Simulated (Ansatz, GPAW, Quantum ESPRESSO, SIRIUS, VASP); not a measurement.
## One calculation of MgO, 5 ways

```
CELL_PARAMETERS angstrom
0.00000 2.09700 2.09700
2.09700 0.00000 2.09700
2.09700 2.09700 0.00000
ATOMIC_POSITIONS crystal
Mg 0.00000 0.00000 0.00000
O 0.50000 0.50000 0.50000
```

The cell is a database's computed one, not the measured one.

Alike in all runs: task single point; functional PBEsol; k mesh 11 × 11 × 11; occupations fermi-dirac, width 0.05 eV; no spin polarisation; no spin-orbit coupling. Pressure is positive in compression and, in plane waves, holds the error of the finite cutoff.

```tsv
program and potentials	plane-wave cutoff (eV)	notes	pressure (GPa)
Ansatz, all-electron LAPW, scalar-relativistic	-	-	2.41
SIRIUS, PseudoDojo 0.4.1 PBEsol standard (scalar relativistic)	1152	8 valence electrons an atom on average	2.25
VASP, PBE PAW files Mg, O, 520 eV	520	potentials made for PBE; 4 valence electrons an atom on average	1.85
GPAW, PAW data sets generated for this functional	800	8 valence electrons an atom on average	3.13
Quantum ESPRESSO, GBRV 1.5 PBEsol	612	8 valence electrons an atom on average	2.40
```

The pressure spans 1.85 (VASP, PBE PAW files Mg, O, 520 eV) to 3.13 GPa (GPAW, PAW data sets generated for this functional), with all-electron results at 2.41.

The functional is the same throughout but for its coding, so the spread measures potentials, basis and numerics; runs on potential files found faulty are left out.

All five runs put the cell under compression, so PBEsol would favour a slightly larger volume for rocksalt MgO, whichever potentials are used. The pressures reach the gigapascal range because the crystal is stiff: strong Madelung attraction between Mg²⁺ and O²⁻ is balanced by steep closed-shell repulsion, and a small mismatch in lattice constant costs considerable stress. The spread between codes therefore corresponds to only a small difference in equilibrium lattice constant.

GBRV practically reproduces the all-electron pressure and PseudoDojo comes close, whereas GPAW deviates most, even more than VASP. Valence count alone cannot explain this, since GPAW also treats the Mg 2s and 2p shells as valence. The low VASP value may reflect the frozen Mg semicore, the PBE-derived potentials or the smaller basis, which this comparison cannot separate. Nor does agreement at one volume establish equal accuracy for the bulk modulus, which depends on how the pressure changes with compression.
